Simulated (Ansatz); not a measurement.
# Electron scattering at the twin(10-12) boundary in hcp Co with O (interstitial)

How much does the twin(10-12) boundary in hcp Co with O (interstitial) reflect electrons?

Calculated with Ansatz 0.2.0; Ansatz plane-wave DFT, PBE, PAW files, collinear spin; relaxation of a bicrystal slab with its lowest layers held; PAW set soft_1, in the first sound run; inputs show where later runs differ.

### 1. Set-up

The cell holds 28 atoms: 27 Co and 1 O. Cell: a = 5.963 Å, b = 2.505 Å, c = 31.041 Å, α = 90.0°, β = 90.0°, γ = 90.0°. It derives from Co. built on the (1 0 2) plane; 1 overlapping atoms removed and the grains opened by 0.2 Å. Vacuum lies along c.

### 2. Relaxing the bicrystal

The boundary is built by mirroring the lower grain in the boundary plane and removing any atoms that overlap; then the O is put in at the boundary. A thin bicrystal slab is relaxed first, with the lowest layers held and the upper grain free to shift and open.

 

input.yaml

```yaml
crystal:
  lattice:
    - [5.9626723849, 0.0, 0.0]
    - [0.0, 2.5054, 0.0]
    - [0.0, 0.0, 31.0405846678]
  atoms:
    - { symbol: Co, position: [0.0741388065, 0.4166666667, 0.1610794401], spin: 2.0 }
    - { symbol: Co, position: [0.3975869657, 0.9166666666, 0.1930385428], spin: 2.0 }
    - { symbol: Co, position: [0.8093110452, 0.9166666667, 0.2090180942], spin: 2.0 }
    - { symbol: Co, position: [0.1327592044, 0.4166666666, 0.2409771969], spin: 2.0 }
    - { symbol: Co, position: [0.5444832839, 0.4166666667, 0.2569567483], spin: 2.0 }
    - { symbol: Co, position: [0.8679314431, 0.9166666666, 0.288915851], spin: 2.0 }
    - { symbol: Co, position: [0.2796555226, 0.9166666667, 0.3048954023], spin: 2.0 }
    - { symbol: Co, position: [0.6031036818, 0.4166666666, 0.336854505], spin: 2.0 }
    - { symbol: Co, position: [0.0148277613, 0.4166666667, 0.3528340564], spin: 2.0 }
    - { symbol: Co, position: [0.3382759205, 0.9166666666, 0.3847931591], spin: 2.0 }
    - { symbol: Co, position: [0.75, 0.9166666667, 0.4007727104], spin: 2.0 }
    - { symbol: Co, position: [0.0734481591, 0.4166666666, 0.4327318131], spin: 2.0 }
    - { symbol: O, position: [0.5, 0.4166666667, 0.4327318131] }
    - { symbol: Co, position: [0.75, 0.9166666667, 0.4711340934], spin: 2.0 }
    - { symbol: Co, position: [0.3382759205, 0.9166666666, 0.4871136448], spin: 2.0 }
    - { symbol: Co, position: [0.0148277613, 0.4166666667, 0.5190727475], spin: 2.0 }
    - { symbol: Co, position: [0.6031036818, 0.4166666666, 0.5350522988], spin: 2.0 }
    - { symbol: Co, position: [0.2796555226, 0.9166666667, 0.5670114015], spin: 2.0 }
    - { symbol: Co, position: [0.8679314431, 0.9166666666, 0.5829909529], spin: 2.0 }
    - { symbol: Co, position: [0.5444832839, 0.4166666667, 0.6149500556], spin: 2.0 }
    - { symbol: Co, position: [0.1327592044, 0.4166666666, 0.630929607], spin: 2.0 }
    - { symbol: Co, position: [0.8093110452, 0.9166666667, 0.6628887097], spin: 2.0 }
    - { symbol: Co, position: [0.3975869657, 0.9166666666, 0.678868261], spin: 2.0 }
    - { symbol: Co, position: [0.0741388065, 0.4166666667, 0.7108273637], spin: 2.0 }
    - { symbol: Co, position: [0.662414727, 0.4166666666, 0.7268069151], spin: 2.0 }
    - { symbol: Co, position: [0.3389665678, 0.9166666667, 0.7587660178], spin: 2.0 }
    - { symbol: Co, position: [0.9272424883, 0.9166666666, 0.7747455691], spin: 2.0 }
    - { symbol: Co, position: [0.6037943291, 0.4166666667, 0.8067046718], spin: 2.0 }
magnetization:
  spin_polarized: true
kpoints:
  mp_grid: { grid: [4, 9, 1] }
hamiltonian:
  xc: pbe
  pseudopotentials: { kind: paw, azcp: { folder: soft_1 } }
scf:
  occupations: { method: fermi_dirac, width: 0.1 }
relax:
  f_tol: 0.03
  max_steps: 80
  constraints: [{ sites: [0, 1, 2, 3, 4, 5] }]
```

The run is started by

```console
ansatz run input.yaml --threads 8 --pin off --max-ram 15360MiB --backend cpu --events-out ev --progress --plain --runs-dir out
```

Numbers of over 12 decimals in the logs are rounded to 6 here.

What it wrote:

```text
Engine: ansatz 0.2.0, aarch64-unknown-linux-gnu
Pseudopotentials: kind: paw
Pseudopotential: Co, paw, valence charge 17, recommended cutoff 420 eV (normal), soft_1/Co.paw.azcp
Pseudopotential: O, paw, valence charge 6, recommended cutoff 420 eV (normal), soft_1/O.paw.azcp
Functional definition: PBE
  parameter kappa = 0.804
  parameter beta = 0.066725
  exchange = pbe_x(kappa = kappa, mu = beta*pi^2/3)
  correlation = pbe_c(beta = beta)
Crystal: 28 atoms, lattice volume = 463.712 Å³
Basis set: ecut = 420 eV, 8989 PW (Γ), exchange–correlation on 80×36×432 points (8 copies of the dense FFT grid, shifted against one another)
Bands: 312, of which v1, the nominal top of the filled ones, is band 233 counted from 1 (232 counted from 0)
Symmetry: 2 space group operations
Space group: Pm (ITA 6), of the structure as read, at distance tolerance 7.7e-5 Å
Magnetic group: BNS 6.18 (UNI 25), of the structure as read, at distance tolerance 7.7e-5 Å
k-points: 15 of 36 (time reversal used)
Non-local potential: Co, projectors of the file, l = 0: 3, l = 1: 2, l = 2: 3, l = 3: 1
Non-local potential: O, projectors of the file, l = 0: 2, l = 1: 2, l = 2: 1
PAW form: soft (Blöchl's): semilocal exchange-correlation on the pseudo side does not see the compensation charge
PAW one-centre angular grid: Co, 590 points (default); XC on 64 Gauss nodes
PAW one-centre angular grid: O, 110 points (default); XC on 64 Gauss nodes
Initial density: superposition of atomic densities (neutral atoms: chi_scale 0, normalization atom)
Starting moments: Σ|m| = 54 μB on 27 of 28 sites
Initial wavefunctions: pseudopotential atomic-orbital guess
Functional: x = pbe(κ = 0.804, μ = 0.219515), c = pbe(β = 0.066725)
SCF iter   1: F=—  HF=-138955.544409 eV  |F-HF|=—  |Δ(HF+E_count)|=         —  Δρ=5.28e-2 (↑2.23e-2 ↓5.28e-2)  dr2=5.22e1  dr2_m=2.35e0  M=50.775 μB ∫|m|=52.530 μB  β_m=0.30  ethr=3.10e-3  ⟨swp⟩=6.6  Hψ=36803  notcnv=0  defer=804
Mixer restart at iter 1: flushing history
preconditioner: auto → LDOS  [metal: Δε(μ)=0.003 eV  Ē_g=8.092 eV  σ=0.100 eV  W_gap=0.01  n_scr=144 (ndim 8)  ℏωp=27.2 eV  f_vac=0.302  D(μ)=29.12/eV (n_scr^D=316)]
spin=Collinear: LDOS preconditioning applied to the charge; magnetization (m = ρ↑ − ρ↓) channel mixes plain (no charge-response kernel on spin).
SCF iter   2: F=—  HF=-138948.814319 eV  |F-HF|=—  |Δ(HF+E_count)|=    6.73e0  Δρ=3.33e-2 (↑3.33e-2 ↓1.64e-2)  dr2=1.01e1  dr2_m=1.45e0  M=50.178 μB ∫|m|=52.608 μB  β_m=0.31  ethr=3.10e-3  ⟨swp⟩=2.7  Hψ=15521  notcnv=0  defer=1165
SCF iter   3: F=—  HF=-138956.287145 eV  |F-HF|=—  |Δ(HF+E_count)|=    7.47e0  Δρ=1.85e-2 (↑1.85e-2 ↓1.00e-2)  dr2=3.59e0  dr2_m=4.33e-1  M=49.343 μB ∫|m|=52.129 μB  β_m=0.48  ethr=2.18e-3  ⟨swp⟩=2.5  Hψ=11268  notcnv=0  defer=1179
SCF iter   4: F=—  HF=-138964.537538 eV  |F-HF|=—  |Δ(HF+E_count)|=    8.25e0  Δρ=5.87e-3 (↑4.94e-3 ↓5.87e-3)  dr2=3.41e-1  dr2_m=5.24e-2  M=47.595 μB ∫|m|=51.511 μB  β_m=0.74  ethr=7.72e-4  ⟨swp⟩=2.9  Hψ=14564  notcnv=0  defer=1179
SCF iter   5: F=—  HF=-138966.284163 eV  |F-HF|=—  |Δ(HF+E_count)|=    1.75e0  Δρ=1.06e-2 (↑6.55e-3 ↓1.06e-2)  dr2=1.12e0  dr2_m=4.92e-2  M=46.336 μB ∫|m|=50.782 μB  β_m=0.74  ethr=7.34e-5  ⟨swp⟩=2.4  Hψ=18151  notcnv=0  defer=1189
SCF iter   6: F=—  HF=-138966.135664 eV  |F-HF|=—  |Δ(HF+E_count)|=   1.48e-1  Δρ=4.12e-3 (↑3.96e-3 ↓4.12e-3)  dr2=1.31e-1  dr2_m=3.83e-2  M=45.683 μB ∫|m|=50.327 μB  β_m=0.79  ethr=7.34e-5  ⟨swp⟩=2.1  Hψ=17533  notcnv=0  defer=1204
SCF iter   7: F=—  HF=-138966.210143 eV  |F-HF|=—  |Δ(HF+E_count)|=         —  Δρ=4.29e-3 (↑4.29e-3 ↓2.90e-3)  dr2=1.61e-1  dr2_m=1.91e-2  M=45.737 μB ∫|m|=50.175 μB  β_m=0.79  ethr=2.82e-5  ⟨swp⟩=2.5  Hψ=18083  notcnv=0  defer=1216
SCF iter   8: F=—  HF=-138966.192005 eV  |F-HF|=—  |Δ(HF+E_count)|=   1.81e-2  Δρ=2.59e-3 (↑2.59e-3 ↓1.89e-3)  dr2=1.15e-1  dr2_m=2.13e-3  M=45.759 μB ∫|m|=50.139 μB  β_m=0.57  ethr=2.82e-5  ⟨swp⟩=2.1  Hψ=16955  notcnv=0  defer=1212
SCF iter   9: F=—  HF=-138966.172171 eV  |F-HF|=—  |Δ(HF+E_count)|=   1.98e-2  Δρ=5.89e-4 (↑3.74e-4 ↓5.89e-4)  dr2=3.01e-3  dr2_m=4.92e-4  M=45.752 μB ∫|m|=50.139 μB  β_m=0.61  ethr=2.47e-5  ⟨swp⟩=2.0  Hψ=13956  notcnv=0  defer=1212
SCF iter  10: F=—  HF=-138966.172238 eV  |F-HF|=—  |Δ(HF+E_count)|=   6.71e-5  Δρ=4.06e-4 (↑2.45e-4 ↓4.06e-4)  dr2=9.93e-4  dr2_m=1.24e-4  M=45.743 μB ∫|m|=50.121 μB  β_m=0.61  ethr=6.48e-7  ⟨swp⟩=3.0  Hψ=15554  notcnv=0  defer=1212
SCF iter  11: F=—  HF=-138966.172823 eV  |F-HF|=—  |Δ(HF+E_count)|=   5.86e-4  Δρ=2.34e-4 (↑2.34e-4 ↓1.77e-4)  dr2=7.55e-4  dr2_m=1.00e-5  M=45.733 μB ∫|m|=50.110 μB  β_m=0.51  ethr=2.13e-7  ⟨swp⟩=2.0  Hψ=16069  notcnv=0  defer=1212
SCF iter  12: F=—  HF=-138966.172706 eV  |F-HF|=—  |Δ(HF+E_count)|=   1.18e-4  Δρ=7.25e-5 (↑6.58e-5 ↓7.25e-5)  dr2=5.14e-5  dr2_m=3.92e-6  M=45.729 μB ∫|m|=50.106 μB  β_m=0.50  ethr=1.62e-7  ⟨swp⟩=2.0  Hψ=12083  notcnv=0  defer=1212
SCF iter  13: F=—  HF=-138966.172707 eV  |F-HF|=—  |Δ(HF+E_count)|=   1.35e-6  Δρ=2.92e-5 (↑2.92e-5 ↓2.74e-5)  dr2=7.25e-6  dr2_m=1.33e-6  M=45.728 μB ∫|m|=50.105 μB  β_m=0.60  ethr=1.11e-8  ⟨swp⟩=2.3  Hψ=15032  notcnv=0  defer=1212
SCF iter  14: F=-138966.172702 eV  HF=-138966.172712 eV  |F-HF|=1.08e-5  |Δ(HF+E_count)|=   5.26e-6  Δρ=3.65e-5 (↑2.28e-5 ↓3.65e-5)  dr2=1.25e-5  dr2_m=6.51e-7  M=45.728 μB ∫|m|=50.104 μB  ethr=1.56e-9  ⟨swp⟩=2.4  Hψ=32005  notcnv=0
SCF 1 converged in 14 iterations: F = -138966.172702 eV  dr2 = 1.25e-5
  greatest PAW one-centre occupation: 1.002 electrons in one spin orbital (limit 2), on the Co atom at site 0 (counted from 0), in its partial waves of l = 1
relax step   1: F+E_penalty+E_count = -138966.17270171 eV  Δ(F+E_penalty+E_count) = +0.000e0 eV  max|allowed force component| = 1.818e0 eV/Å  Δτ_max = 0.0000 Å  (14 SCF iters, dr2 threshold 2.25e-5 eV, accepted)
Initial density: handed on by an earlier stage of this run
Starting moments: Σ|m| = 54 μB on 27 of 28 sites; this step starts from the density that it was given
Initial wavefunctions: those handed on with the density
iter 1 solved again at ethr=1.97e-4 eV; its pass at ethr=3.10e-3 eV (dr2=9.18e-1 eV) is discarded
SCF iter   1: F=—  HF=-138966.434504 eV  |F-HF|=—  |Δ(HF+E_count)|=         —  Δρ=5.76e-3 (↑5.76e-3 ↓4.68e-3)  dr2=8.95e-1  dr2_m=6.35e-2  M=45.597 μB ∫|m|=49.932 μB  β_m=0.30  ethr=1.97e-4  ⟨swp⟩=1.3  Hψ=35985  notcnv=0  defer=1133
preconditioner: auto → LDOS  [metal: Δε(μ)=0.008 eV  Ē_g=8.025 eV  σ=0.100 eV  W_gap=0.02  n_scr=144 (ndim 8)  ℏωp=27.2 eV  f_vac=0.314  D(μ)=28.18/eV (n_scr^D=300)]
[...]
SCF iter   3: F=—  HF=-138966.661397 eV  |F-HF|=—  |Δ(HF+E_count)|=   1.69e-4  Δρ=2.67e-4 (↑2.60e-4 ↓2.67e-4)  dr2=3.52e-4  dr2_m=1.78e-4  M=45.333 μB ∫|m|=49.621 μB  β_m=0.52  ethr=2.92e-7  ⟨swp⟩=3.0  Hψ=16868  notcnv=0  defer=1225
SCF iter   4: F=—  HF=-138966.661470 eV  |F-HF|=—  |Δ(HF+E_count)|=   7.27e-5  Δρ=1.15e-4 (↑9.99e-5 ↓1.15e-4)  dr2=1.14e-4  dr2_m=2.88e-5  M=45.332 μB ∫|m|=49.620 μB  β_m=0.54  ethr=7.56e-8  ⟨swp⟩=2.6  Hψ=16391  notcnv=0  defer=1225
SCF iter   5: F=—  HF=-138966.661479 eV  |F-HF|=—  |Δ(HF+E_count)|=   8.48e-6  Δρ=4.50e-5 (↑3.74e-5 ↓4.50e-5)  dr2=1.99e-5  dr2_m=4.51e-6  M=45.332 μB ∫|m|=49.621 μB  β_m=0.54  ethr=2.44e-8  ⟨swp⟩=2.2  Hψ=13700  notcnv=0  defer=1225
SCF iter   6: F=—  HF=-138966.661479 eV  |F-HF|=—  |Δ(HF+E_count)|=   5.16e-7  Δρ=2.56e-5 (↑2.56e-5 ↓1.85e-5)  dr2=3.55e-6  dr2_m=1.31e-6  M=45.332 μB ∫|m|=49.620 μB  β_m=0.58  ethr=4.29e-9  ⟨swp⟩=2.3  Hψ=15234  notcnv=0  defer=1225
SCF iter   7: F=—  HF=-138966.661480 eV  |F-HF|=—  |Δ(HF+E_count)|=   4.78e-7  Δρ=1.05e-5 (↑1.05e-5 ↓1.04e-5)  dr2=9.20e-7  dr2_m=3.05e-7  M=45.332 μB ∫|m|=49.621 μB  β_m=0.63  ethr=7.64e-10  ⟨swp⟩=2.5  Hψ=16269  notcnv=0  defer=1225
SCF iter   8: F=—  HF=-138966.661480 eV  |F-HF|=—  |Δ(HF+E_count)|=   2.14e-7  Δρ=7.47e-6 (↑7.47e-6 ↓5.82e-6)  dr2=7.98e-7  dr2_m=1.02e-7  M=45.332 μB ∫|m|=49.621 μB  β_m=0.60  ethr=1.98e-10  ⟨swp⟩=3.1  Hψ=19424  notcnv=0  defer=1225
SCF iter   9: F=—  HF=-138966.661480 eV  |F-HF|=—  |Δ(HF+E_count)|=   4.32e-8  Δρ=4.12e-6 (↑4.12e-6 ↓3.37e-6)  dr2=1.13e-7  dr2_m=3.24e-8  M=45.332 μB ∫|m|=49.621 μB  β_m=0.65  ethr=1.72e-10  ⟨swp⟩=2.2  Hψ=12448  notcnv=0  defer=1225
SCF iter  10: F=—  HF=-138966.661480 eV  |F-HF|=—  |Δ(HF+E_count)|=   1.01e-8  Δρ=2.04e-6 (↑2.04e-6 ↓1.43e-6)  dr2=3.66e-8  dr2_m=4.94e-9  M=45.332 μB ∫|m|=49.621 μB  β_m=0.60  ethr=2.43e-11  ⟨swp⟩=2.4  Hψ=17888  notcnv=0  defer=1225
SCF iter  11: F=-138966.661480 eV  HF=-138966.661480 eV  |F-HF|=4.53e-8  |Δ(HF+E_count)|=   6.61e-9  Δρ=2.06e-6 (↑9.58e-7 ↓2.06e-6)  dr2=4.66e-8  dr2_m=2.22e-9  M=45.332 μB ∫|m|=49.621 μB  ethr=7.88e-12  ⟨swp⟩=1.9  Hψ=31622  notcnv=0
SCF 6 converged in 11 iterations: F = -138966.661480 eV  dr2 = 4.66e-8
relax step   6: F+E_penalty+E_count = -138966.66147971 eV  Δ(F+E_penalty+E_count) = -1.245e-3 eV  max|allowed force component| = 1.047e-2 eV/Å  Δτ_max = 0.0488 Å  (11 SCF iters, accepted)
SCF converged after 11 iterations
Magnetization: 45.3324 μB (255.1662 up, 209.8338 down)
Absolute magnetization: 49.6708 μB (∫|ρ↑−ρ↓|, with the PAW one-centre terms)
Spin contamination: 0.8280 ħ² per cell (⟨S²⟩ above its minimum at these occupations)
Per-site moments (μB) at R_I (Å): [(1.875175, 1.033141), (1.829612, 1.033141), (1.785135, 1.033141), (1.718008, 1.028773), (1.670810, 0.997022), (1.698501, 1.026542), (1.673141, 1.010416), (1.713164, 0.997022), (1.678570, 1.002471), (1.844313, 0.933674), (1.763765, 0.898882), (1.762884, 1.030576), (0.222930, 0.895790), (1.767315, 0.895790), (1.845965, 0.921568), (1.683817, 1.002221), (1.721822, 1.002103), (1.670997, 1.006952), (1.686574, 1.016342), (1.690118, 1.002103), (1.674703, 1.016968), (1.668744, 1.016342), (1.693510, 1.019000), (1.662784, 1.008750), (1.717624, 0.957709), (1.762066, 1.001118), (1.787343, 1.001118), (1.820391, 0.957709)]
Free energy (F): -138966.661480 eV
Harris-Foulkes:  -138966.661480 eV  (|F-HF|=4.53e-8)
Internal energy: -138965.741686 eV  (E = F + TS)
E sigma→0 (E₀):  -138966.201583 eV
Entropy (-TS):   -0.919793 eV (-32.850 meV/atom)
Fermi energy:    10.484774 eV
--- Per-component energies (eV) ---
  E_band       = -10353.680334
  E_kinetic    = 8030.078010
  E_local      = -882284.371145  (includes V_loc(G=0)·N_el)
  E_nonlocal   = 11800.224234
  E_hartree    = 435203.802767
  E_xc         = -2547.896415
  E_vxc        = -3277.543979  (∫ρ·V_xc dr)
  E_paw        = -42607.606228  (= ΣΔE_a)
  E_vpaw       = -15029.710441  (= ΣTr[D̂ρ^β])
  E_aug_tail   = 0.000414  (compensation charges beyond the density's cutoff)
  E_ewald      = 333440.026676
  E_smearing   = -0.919793  (= −TS)
  E_closure    = -0.000000  (closes the sum)
  Σ components = -138966.661480   (vs F -138966.661480, Δ=0.00e0)
--- Forces (eV/Å), atoms counted from 1 ---
  atom   1  Co     0.16233594     0.00000000     0.98622343
  atom   2  Co    -0.11622084     0.00000000     0.16234097
  atom   3  Co     0.07213473     0.00000000    -0.26355971
  atom   4  Co    -0.00812715     0.00000000    -0.37080668
  atom   5  Co    -0.04621875     0.00000000    -0.33650832
  atom   6  Co    -0.06970982     0.00000000    -0.16482033
  atom   7  Co    -0.00293601     0.00000000     0.00512942
  atom   8  Co     0.00184970     0.00000000    -0.00734308
  atom   9  Co     0.00627796     0.00000000     0.00128968
  atom  10  Co    -0.01047415     0.00000000    -0.00284807
  atom  11  Co     0.00565955     0.00000000     0.00231218
  atom  12  Co    -0.00256210     0.00000000    -0.00518367
  atom  13  O     -0.00118790     0.00000000    -0.00044448
  atom  14  Co     0.00632172     0.00000000     0.00071021
  atom  15  Co     0.00542693     0.00000000     0.00431988
  atom  16  Co    -0.00518485     0.00000000    -0.00392221
  atom  17  Co    -0.00193590     0.00000000    -0.00834930
  atom  18  Co    -0.00089277     0.00000000     0.00022702
  atom  19  Co    -0.00122373     0.00000000     0.00045581
  atom  20  Co     0.00289327     0.00000000    -0.00215139
  atom  21  Co    -0.00225945     0.00000000     0.00201447
  atom  22  Co     0.00252772     0.00000000     0.00261650
  atom  23  Co     0.00024283     0.00000000     0.00093166
  atom  24  Co     0.00154244     0.00000000    -0.00042356
  atom  25  Co     0.00011649     0.00000000    -0.00056419
  atom  26  Co     0.00046369     0.00000000    -0.00120742
  atom  27  Co     0.00054984     0.00000000    -0.00155394
  atom  28  Co     0.00055278     0.00000000     0.00117263
  max |Σ_I F_I| component: 5.75e-5 eV/Å
--- Relaxed structure (6 steps of the walk, 6 accepted, 0 SCFs on fresh bases) ---
  F+E_penalty+E_count = -138966.66147971 eV   max|allowed force component| = 1.047e-2 eV/Å
  atoms:
    - { symbol: Co, position: [0.0741388065, 0.416667, 0.161079] }
    - { symbol: Co, position: [0.3975869657, 0.916667, 0.1930385428] }
    - { symbol: Co, position: [0.8093110452, 0.916667, 0.209018] }
    - { symbol: Co, position: [0.1327592044, 0.416667, 0.240977] }
    - { symbol: Co, position: [0.5444832839, 0.416667, 0.2569567483] }
    - { symbol: Co, position: [0.867931, 0.916667, 0.288916] }
    - { symbol: Co, position: [0.277364, 0.916667, 0.304658] }
    - { symbol: Co, position: [0.595088, 0.416667, 0.334214] }
    - { symbol: Co, position: [0.018438, 0.416667, 0.352304] }
    - { symbol: Co, position: [0.328834, 0.916667, 0.386361] }
    - { symbol: Co, position: [0.747529, 0.916667, 0.394646] }
    - { symbol: Co, position: [0.049880, 0.416667, 0.433089] }
    - { symbol: O, position: [0.527666, 0.416667, 0.433581] }
    - { symbol: Co, position: [0.748661, 0.916667, 0.471838] }
    - { symbol: Co, position: [0.330041, 0.916667, 0.479520] }
    - { symbol: Co, position: [0.019872, 0.416667, 0.514073] }
    - { symbol: Co, position: [0.595800, 0.416667, 0.532325] }
    - { symbol: Co, position: [0.278534, 0.916667, 0.561337] }
    - { symbol: Co, position: [0.867660, 0.916667, 0.577271] }
    - { symbol: Co, position: [0.544565, 0.416667, 0.609967] }
    - { symbol: Co, position: [0.135456, 0.416667, 0.624571] }
    - { symbol: Co, position: [0.814575, 0.916667, 0.655988] }
    - { symbol: Co, position: [0.399978, 0.916667, 0.672979] }
    - { symbol: Co, position: [0.079601, 0.416667, 0.703267] }
    - { symbol: Co, position: [0.666633, 0.416667, 0.719008] }
    - { symbol: Co, position: [0.341774, 0.916667, 0.752562] }
    - { symbol: Co, position: [0.940283, 0.916667, 0.765411] }
    - { symbol: Co, position: [0.622373, 0.416667, 0.793320] }
```

It took 15 min on 8 threads of Arm Neoverse V1, shared host; peak memory 6.7 GiB; 2 h of CPU time.

Step by step:

| step | energy less that of the first step (eV) | largest force component (eV/Å) |
| --- | --- | --- |
| 1 | 0.0000 | 1.8183 |
| 2 | -0.2608 | 1.0971 |
| 3 | -0.4580 | 0.4833 |
| 4 | -0.4790 | 0.1450 |
| 5 | -0.4875 | 0.0438 |
| 6 | -0.4888 | 0.0105 |

Forces are held to the 2 operations that the run works with; a distortion that breaks them can't arise in this run.

The atoms that moved most (Å):

| atom | dx | dy | dz | length |
| --- | --- | --- | --- | --- |
| Co28 | 0.111 | 0.000 | -0.415 | 0.430 |
| Co27 | 0.078 | 0.000 | -0.290 | 0.300 |
| Co25 | 0.025 | 0.000 | -0.242 | 0.243 |
| Co15 | -0.049 | 0.000 | -0.236 | 0.241 |
| Co24 | 0.033 | 0.000 | -0.235 | 0.237 |
| Co22 | 0.031 | 0.000 | -0.214 | 0.216 |
| Co21 | 0.016 | 0.000 | -0.197 | 0.198 |
| Co26 | 0.017 | 0.000 | -0.193 | 0.193 |

Numbers from this step:

| Quantity | Value |
| --- | --- |
| free energy | -138966.6615 eV |
| energy at zero smearing | -138966.2016 eV |
| Fermi energy | 10.48 eV |
| magnetization | 45.33 μB |
| absolute magnetization | 49.67 μB |

The largest force component on a free atom ends at 0.010 eV/Å, under the tolerance of 0.03, after 6 steps.

(Continued in part 2 of 3.)

[Logs are printed without paths, hosts, clocks, repeated set-up lines and the standing remarks that a program may print on its own settings, such as how far it seeks lower states.]

[Hosts, paths, dates, database ids (printed as entryN), source tags and the programs' standing remarks are cut or masked in the printed files.]
